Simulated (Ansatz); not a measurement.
# A defect in a wire: Rh wire along [110], 4 atoms a period, Zn in place of one Rh, part 4 of 5

What does the defect do to the conductance?

Ansatz 0.2.0; DFT PBE, plane waves, PAW; relaxation of a wire's period (the session's first sound run).

So far, conductance of the lead as this run defines it (G₀): step 3 (the wire at its relaxed period) 6.44.

## Step 5: The open system

This step: DFT PBE, plane waves, PAW; transmission of a junction in a wire (Ansatz 0.2.0).

The cell is now read as a scatterer between two semi-infinite leads, named by two sites one period apart. The scattering states in its self-consistent potential are matched to the leads' states at each energy. One point across is taken, as for a wire in vacuum.

File input.yaml:

```yaml
crystal:
  lattice:
    - [8.715, 0.0, 0.0]
    - [0.0, 10.862, 0.0]
    - [0.0, 0.0, 22.6331573598]
  atoms:
    - { symbol: Rh, position: [0.407171114, 0.421839195, -1.0e-10], spin: 0.37 }
    - { symbol: Rh, position: [0.661322864, 0.356015852, 0.0555555559], spin: 0.38 }
    - { symbol: Rh, position: [0.592828886, 0.578191044, 0.0555555559], spin: 0.37 }
    - { symbol: Rh, position: [0.338677136, 0.644014387, -1.0e-10], spin: 0.38 }
    - { symbol: Rh, position: [0.407171114, 0.421839195, 0.1111111109], spin: 0.37 }
    - { symbol: Rh, position: [0.661322864, 0.356015852, 0.1666666669], spin: 0.38 }
    - { symbol: Rh, position: [0.592828886, 0.578191044, 0.1666666669], spin: 0.37 }
    - { symbol: Rh, position: [0.338677136, 0.644014387, 0.1111111109], spin: 0.38 }
    - { symbol: Rh, position: [0.407171114, 0.421839195, 0.2222222219], spin: 0.37 }
    - { symbol: Rh, position: [0.661322864, 0.356015852, 0.2777777779], spin: 0.38 }
    - { symbol: Rh, position: [0.592828886, 0.578191044, 0.2777777779], spin: 0.37 }
    - { symbol: Rh, position: [0.338677136, 0.644014387, 0.2222222219], spin: 0.38 }
    - { symbol: Rh, position: [0.411642076, 0.4196934255, 0.3383057304], spin: 0.48 }
    - { symbol: Rh, position: [0.672446747, 0.353920283, 0.3886318223], spin: 0.2 }
    - { symbol: Rh, position: [0.5988964232, 0.5728413111, 0.3901973403], spin: 0.28 }
    - { symbol: Rh, position: [0.3489658587, 0.6457380891, 0.3348480306], spin: 0.5 }
    - { symbol: Zn, position: [0.4150679433, 0.3317350086, 0.443748167] }
    - { symbol: Rh, position: [0.6708797992, 0.3532528557, 0.4996928855], spin: 0.2 }
    - { symbol: Rh, position: [0.5970962962, 0.5722703912, 0.4986711785], spin: 0.28 }
    - { symbol: Rh, position: [0.3381536651, 0.5586074023, 0.4440906169], spin: 0.26 }
    - { symbol: Rh, position: [0.4089874859, 0.4192935652, 0.5499993372], spin: 0.49 }
    - { symbol: Rh, position: [0.6559671228, 0.3559150864, 0.6101966657], spin: 0.38 }
    - { symbol: Rh, position: [0.5925697978, 0.5791463264, 0.6105858952], spin: 0.5 }
    - { symbol: Rh, position: [0.3467966932, 0.6452921242, 0.5539211292], spin: 0.51 }
    - { symbol: Rh, position: [0.407171114, 0.421839195, 0.6666666669], spin: 0.37 }
    - { symbol: Rh, position: [0.661322864, 0.356015852, 0.7222222219], spin: 0.38 }
    - { symbol: Rh, position: [0.592828886, 0.578191044, 0.7222222219], spin: 0.37 }
    - { symbol: Rh, position: [0.338677136, 0.644014387, 0.6666666669], spin: 0.38 }
    - { symbol: Rh, position: [0.407171114, 0.421839195, 0.7777777779], spin: 0.37 }
    - { symbol: Rh, position: [0.661322864, 0.356015852, 0.8333333329], spin: 0.38 }
    - { symbol: Rh, position: [0.592828886, 0.578191044, 0.8333333329], spin: 0.37 }
    - { symbol: Rh, position: [0.338677136, 0.644014387, 0.7777777779], spin: 0.38 }
    - { symbol: Rh, position: [0.407171114, 0.421839195, 0.8888888889], spin: 0.37 }
    - { symbol: Rh, position: [0.661322864, 0.356015852, 0.9444444444], spin: 0.38 }
    - { symbol: Rh, position: [0.592828886, 0.578191044, 0.9444444444], spin: 0.37 }
    - { symbol: Rh, position: [0.338677136, 0.644014387, 0.8888888889], spin: 0.38 }
magnetization:
  spin_polarized: true
kpoints:
  mp_grid: { grid: [1, 1, 4] }
scf:
  occupations: { method: fermi_dirac, width: 0.05 }
hamiltonian:
  xc: pbe
output:
  transmission:
    e_range: [-1.26, 1.26]
    de: 0.035
    kmesh: [1, 1]
    reduced_basis: true
    leads: [[32, 0]]
  dos: { projected: true, e_range: [-4, 3] }
  write_potential: true
  write_density: true
  volumetric_format: npy
  elf: true
basis:
  ecutwfc: "350 eV"
```

Launch:

```console
ansatz run input.yaml --threads 4 --pin off --max-ram 16384MiB --backend cpu --events-out ev --progress --plain --runs-dir out
```

Numbers of over 12 decimals in the logs are rounded to 6 here.

Output:

```text
[...]
Crystal: 36 atoms, lattice volume = 2142.507 Å³
Basis set: ecut = 350 eV, 31903 PW (Γ)
Bands: 373, of which v1, the nominal top of the filled ones, is band 304 counted from 1 (303 counted from 0)
Symmetry: 1 space group operations
[...]
k-points: 3 of 4 (time reversal used)
[...]
Starting moments: Σ|m| = 13.08 μB on 35 of 36 sites
[...]
SCF iter   1: F=—  HF=-227378.388280 eV  |F-HF|=—  |Δ(HF+E_count)|=         —  Δρ=2.11e-2 (↑2.05e-2 ↓2.11e-2)  dr2=5.56e1  dr2_m=5.18e-1  M=12.173 μB ∫|m|=12.256 μB  β_m=0.30  ethr=3.10e-3  ⟨swp⟩=8.0  Hψ=9192  notcnv=0  defer=56
[...]
SCF iter  16: F=-227360.094227 eV  HF=-227360.094227 eV  |F-HF|=3.79e-8  |Δ(HF+E_count)|=   2.75e-8  Δρ=8.21e-7 (↑6.44e-7 ↓8.21e-7)  dr2=3.69e-8  dr2_m=4.30e-9  M=17.143 μB ∫|m|=17.704 μB  ethr=1.50e-11  ⟨swp⟩=12.0  Hψ=8171  notcnv=0
SCF 1 converged in 16 iterations: F = -227360.094227 eV  dr2 = 3.69e-8
[...]
transmission: 52 of 312 steps passed
transmission: 78 of 312 steps passed
[...]
transmission: 312 of 312 steps passed
WARN: The output density's exchange-correlation potential varies sharply where the density is thin. Do not read a vacuum level from v_tot or v_xc, or from such a field of the output density. On a cell that repeats whose density bears no net charge and no dipole along the vacuum's axis use v_es (v_loc + v_h of the components); under efield.dipole_correction with no amplitude use v_es + v_field, which holds any externa [...]
SCF converged after 16 iterations
Magnetization: 17.1432 μB (312.0716 up, 294.9284 down)
Absolute magnetization: 17.6831 μB (∫|ρ↑−ρ↓|, with the PAW one-centre terms)
[...]
Per-site moments (μB) at R_I (Å): [(0.355131, 1.025473), (0.412474, 1.025473), (0.359261, 1.025473), (0.398464, 1.025473), (0.369018, 1.025473), (0.415880, 1.025473), (0.449549, 1.025473), (0.425156, 1.025473), (0.545653, 1.025473), (0.431362, 1.025473), (0.572529, 1.025473), (0.504456, 1.025473), (0.566573, 1.038072), (0.246334, 1.016009), (0.378025, 1.012755), (0.610550, 1.038072), (-0.00582229, 1.053458), (0.24643 [...]
Free energy (F): -227360.094227 eV
[...]
Internal energy: -227359.453258 eV  (E = F + TS)
E sigma→0 (E₀):  -227359.773742 eV
Entropy (-TS):   -0.640969 eV (-17.805 meV/atom)
Fermi energy:    1.571523 eV
[...]
--- Band table (eV; the first three rows and the last of 6) ---
  k-point 0 ↑: bands = [... 300 lower, 1.2427, 1.2740, 1.2763, 1.3029, 1.3138, 1.3360, 1.3500, 1.4142, ... 65 higher]
  k-point 1 ↑: bands = [... 300 lower, 1.2370, 1.2530, 1.2870, 1.2890, 1.3149, 1.3343, 1.3495, 1.4024, ... 65 higher]
  k-point 2 ↑: bands = [... 300 lower, 1.2271, 1.2509, 1.2883, 1.3024, 1.3080, 1.3267, 1.3750, 1.3930, ... 65 higher]
  k-point 2 ↓: bands = [... 300 lower, 1.7109, 1.7161, 1.7327, 1.7358, 1.7667, 1.7803, 1.7894, 1.8121, ... 65 higher]
--- Transmission ---
  basis      : 699 plane waves across, 26 finite elements along
  points     : 1, standing for a mesh of 1 x 1
[...]
crystal 0  : Rh4, at the sites [32, 0], period 2.5148 Å, over 15.09 Å; its Hamiltonian steps by up to 28.7 meV: too much for a lead, lay more layers or, if its atoms are ordered, name the step of that order
[...]
filled         : 1.8 meV over the level at which it is neutral
    channels       : 5.000000e0 up, 9.000000e0 down
[...]
junction   : crystal 0 to crystal 0, -0.63 to 19.49 Å
    transmission   : 1.977289e0 up, 4.216915e0 down
    error estimate : 7.671245e-4 up, 5.151236e-4 down from the reduction of the transverse basis, at the most 9.133447e-2 at -0.455000 eV
    conductance    : 2.3717e14 S/m² at 300 K (2.4039e14 on every other energy)
    error estimate : 1.4 % from the energy spacing and 13.8 % from band edges of the leads and from resonances (wavevectors taken as independent; lower de), 0.1 % from the reduction of the transverse basis, 11.0 % from the steps of its leads' Hamiltonians or their offsets (lay more layers), 0.2 % from the distance to neutral
    resistance     : 2.3201e-3 Ω µm² beyond half of each lead's own
```

It took 22 min on 4 threads of Arm Neoverse V1, shared host; peak memory 9.4 GiB; 71 min of CPU time.

Numbers from this step:

```yaml
energy_at_zero_smearing: -227359.7737 eV
total_moment: 17.14 μB
absolute_moment: 17.68 μB
transmission_at_the_energy_nearest_the_fermi_level_spin_up: 1.977
transmission_at_the_energy_nearest_the_fermi_level_spin_down: 4.217
step_of_the_lead_s_hamiltonian: 28.7 meV
conductance_of_the_junction: 2.898 G₀
```

Table of transmission by energy, zero at the Fermi level:

```
energy (eV)  spin up  spin down
      -1.26     3.70       4.01
      -1.16     3.22       3.43
      -1.08     4.93       5.32
      -1.01     4.77       5.36
      -0.91     4.82       3.47
      -0.84     5.34       4.15
      -0.77     4.90       3.89
      -0.67     4.64       4.83
      -0.53     4.92       5.50
      -0.49     5.38       5.14
      -0.42     5.32       4.46
      -0.32     2.88       4.94
      -0.17     2.58       5.26
      -0.07     2.21       3.43
       0.00     1.98       4.22
       0.07     2.22       2.94
       0.17     3.65       3.52
       0.32     3.71       1.94
       0.35     4.19       3.05
       0.42     3.69       2.77
       0.53     3.44       3.97
       0.67     3.72       4.14
       0.77     3.67       3.91
       0.91     3.58       3.51
       1.01     3.52       4.04
       1.16     3.42       3.53
       1.26     3.50       3.40
```

The open channels of the lead by energy, zero at the Fermi level:

```
energy (eV)  spin up  spin down
      -1.26        7          8
      -1.19        7          8
      -1.12        7         10
      -1.05        8         10
      -0.98        8          7
      -0.91        8          7
      -0.84       10          7
      -0.77        8          7
      -0.70        9          8
      -0.63        9         10
      -0.59        9         10
      -0.53        9         10
      -0.46        9          8
      -0.39       11          9
      -0.32        7          9
      -0.24        7          9
      -0.17        7         10
      -0.10        5          6
      -0.04        5          9
       0.00        5          9
       0.04        5          7
       0.10        6          5
       0.17        6          7
       0.24        6          5
       0.32        6          5
       0.39        8          6
       0.46        6          5
       0.53        6          6
       0.59        5          6
       0.63        5          6
       0.70        6          6
       0.77        6          6
       0.84        5          5
       0.91        5          5
       0.98        5          7
       1.05        5          6
       1.12        3          5
       1.19        4          5
       1.26        4          5
```

Projected DOS an atom over height of the atomic layer and energy from the Fermi level.  broadened by a Gaussian of 0.15 eV, since few k-points sample the long cell.

Ten even steps from '_' (0.27 states/eV) to '@' (2.90 states/eV), each cell a mean:
```
____..______________________________
..............__....................
::::::::::..::__::..::::::::::::::::
====--==------..------==--====--==--
++++++++++**++::++**++++++++++++++++
############**--**##################
##########%%##--##%%##########%%%%%%
@@@@@@@@@@@@%%==%%@@@@@@@@@@@@@@@@@@
######%%%%@@##++##@@%%%%############
**##**####%%**==**%%####**##********
############**--**##################
************++==++******************
==========++++==++++================
======++======--====================
++++++++++====::++==++++++++++++++++
++++++++++++**::**++++++++++++++++++
==========++++..++++================
==========++==..==++================
======++==++++::++++================
============**::**==================
============**..**==================
--::--------++..++--------::--------
```
Columns: height of the atomic layer (Å) from 1.26 to 22.6 (not evenly spaced); rows upwards: energy from the Fermi level (eV) from -3.98 to 1.47.

Site moment by element, in μB:

```
element  atoms    mean  spread (r.m.s.)   least  largest
     Rh     35   0.436            0.096   0.246    0.625
     Zn      1  -0.006            0.000  -0.006   -0.006
```

The atoms farthest from the mean of their element:

```
atom        x, y, z (Å)  site moment (μB)
Rh24  3.02, 7.01, 12.54             0.625
Rh14   5.86, 3.84, 8.80             0.246
Rh18  5.85, 3.84, 11.31             0.246
Rh16   3.04, 7.01, 7.58             0.611
Rh21  3.56, 4.55, 12.45             0.589
Rh35  5.17, 6.28, 21.38             0.288
Rh11   5.17, 6.28, 6.29             0.573
Rh23  5.16, 6.29, 13.82             0.572
```

Spin density in the cb plane at fractional x = 0.407, with atoms of Rh and Zn within 0.2 Å of it.

Values in e/Å³, 13 rows by 16 columns, each cell a mean:
```
0.00 0.00 0.00 0.00 0.00 0.00 0.00 0.00 0.00 0.00 0.00 0.00 0.00 0.00 0.00 0.00
0.00 0.00 0.00 0.00 0.00 0.00 0.00 0.00 0.00 0.00 0.00 0.00 0.00 0.00 0.00 0.00
0.00 0.00 0.00 0.00 0.00 0.00 0.00 0.00 0.00 0.00 0.00 0.00 0.00 0.00 0.00 0.00
0.01 0.02 0.00 0.02 0.01 0.01 0.03 0.01 0.00 0.00 0.02 0.03 0.00 0.02 0.01 0.00
0.03 0.15 0.00 0.17 0.04 0.05 0.21 0.01 0.01 0.00 0.04 0.22 0.01 0.13 0.08 0.01
0.00 0.01 0.00 0.01 0.00 0.01 0.03 0.00 0.08 0.04 0.00 0.03 0.00 0.01 0.01 0.00
0.04 0.10 0.00 0.12 0.05 0.02 0.14 0.01 0.02 0.01 0.05 0.11 0.00 0.10 0.07 0.01
0.05 0.17 0.01 0.24 0.07 0.04 0.28 0.02 0.00 0.00 0.08 0.27 0.01 0.20 0.12 0.02
0.03 0.07 0.00 0.08 0.04 0.02 0.09 0.01 0.01 0.00 0.03 0.10 0.00 0.07 0.04 0.01
0.00 0.00 0.00 0.00 0.00 0.00 0.00 0.00 0.00 0.00 0.00 0.00 0.00 0.00 0.00 0.00
0.00 0.00 0.00 0.00 0.00 0.00 0.00 0.00 0.00 0.00 0.00 0.00 0.00 0.00 0.00 0.00
0.00 0.00 0.00 0.00 0.00 0.00 0.00 0.00 0.00 0.00 0.00 0.00 0.00 0.00 0.00 0.00
0.00 0.00 0.00 0.00 0.00 0.00 0.00 0.00 0.00 0.00 0.00 0.00 0.00 0.00 0.00 0.00
```
Columns run along c (16.0 Å, from fractional 0.06 to 0.77 of the cell), rows up along b (10.9 Å). Atoms in or near the plane, at fractional coordinates: Rh at (0.11, 0.42), Rh at (0.22, 0.42), Rh at (0.34, 0.42), Zn at (0.44, 0.33), Rh at (0.55, 0.42), Rh at (0.67, 0.42).

Electrostatic potential energy in the cb plane at fractional x = 0.407, with atoms of Rh and Zn within 0.2 Å of it. With pseudopotentials it is smooth inside the atoms' cores, unlike the true potential.

Values in eV, 13 rows by 16 columns, each cell a mean:
```
  6   6   6   6   6   6   6   6   6   6   6   6   6   6   6   6
  6   6   6   6   6   6   6   6   6   6   6   6   6   6   6   6
  6   5   6   5   6   5   5   6   6   6   5   5   6   5   6   6
  0  -6   3  -6   0  -1 -12   4   6   6   0 -11   3  -5  -2   2
-16 -39  -1 -39 -16 -15 -52  -2  -2   1 -14 -50  -2 -33 -22  -7
 -2  -8   2  -8  -2  -1 -12   0 -35 -18  -1 -11   2  -7  -4   1
-12 -28  -1 -28 -12  -5 -30  -2 -10  -4 -11 -26   1 -24 -17  -5
-35 -60  -9 -60 -34 -23 -65 -12  -9  -4 -34 -61  -6 -55 -43 -22
 -5 -16   2 -16  -5  -2 -20  -2 -35 -21  -6 -18   2 -13  -8  -1
  6   5   6   5   6   6   5   4 -13  -6   5   5   6   5   5   6
  6   6   6   6   6   6   6   6   4   5   6   6   6   6   6   6
  6   6   6   6   6   6   6   6   6   6   6   6   6   6   6   6
  6   6   6   6   6   6   6   6   6   6   6   6   6   6   6   6
```
Columns run along c (16.0 Å, from fractional 0.06 to 0.77 of the cell; values clipped at the 3rd and 97th percentile), rows up along b (10.9 Å). Atoms in or near the plane, at fractional coordinates: Rh at (0.11, 0.42), Rh at (0.22, 0.42), Rh at (0.34, 0.42), Zn at (0.44, 0.33), Rh at (0.55, 0.42), Rh at (0.67, 0.42).

Valence density in the cb plane at fractional x = 0.407, with atoms of Rh and Zn within 0.2 Å of it. It is the smooth field of the valence electrons, not physical close to the nuclei.

Ten steps, logarithmic in the rise over the least value, from '0' (0 e/Å³) to '9' (24 e/Å³), each cell a mean:
```
00000000000000000000000000000000000000000000
00000000000000000000000000000000000000000000
00000000000000000000000000000000000000000000
00000000000000000000000000000000000000000000
00000000000000000000000000000000000000000000
00000000000000000100000000000000000000000000
11222111122211112321000000001233211112221111
13554211355421235653110000012456421235542123
23565322356532246763111222112466531246652124
12444211244321134542123554212355421134432113
11222111122211112221124565311222211112221111
12333211233311112332113443211233211123321112
24676322467631136764211222113566521246753224
36887523688752257886211121114788632368874236
25777422577642247875212553213677631257764225
12443211244321124542124997312344311124432112
00111000011100001111114886211111100001110000
00000000000000000000001332100000000000000000
00000000000000000000000000000000000000000000
00000000000000000000000000000000000000000000
00000000000000000000000000000000000000000000
00000000000000000000000000000000000000000000
00000000000000000000000000000000000000000000
00000000000000000000000000000000000000000000
```
Columns run along c (16.0 Å, from fractional 0.06 to 0.77 of the cell), rows up along b (10.9 Å). Atoms in or near the plane, at fractional coordinates: Rh at (0.11, 0.42), Rh at (0.22, 0.42), Rh at (0.34, 0.42), Zn at (0.44, 0.33), Rh at (0.55, 0.42), Rh at (0.67, 0.42).

By hand: the program gives 2.3717 × 10^14 S/m² over the cell's cross-section of 94.66 Å² = 9.466 × 10^-19 m², so one cell conducts 2.245 × 10^-4 S. Divided by G0 = 2e²/h = 7.748 × 10^-5 S this is 2.90 G0, a resistance of 4.45 kΩ.

The conductance is 2.90 G₀, with 5 spin-up and 9 spin-down channels open in the lead. The lead's Hamiltonian steps by 28.7 meV, which the program calls too much for a lead. The largest term of the program's error estimate is 14 %.

(Continued in part 5 of 5.)

[Logs are printed without paths, hosts, clocks, repeated set-up lines and the standing remarks that a program may print on its own settings, such as how far it seeks lower states.]

[Hosts, paths, dates, database ids (printed as entryN), source tags and the programs' standing remarks are cut or masked in the printed files.]
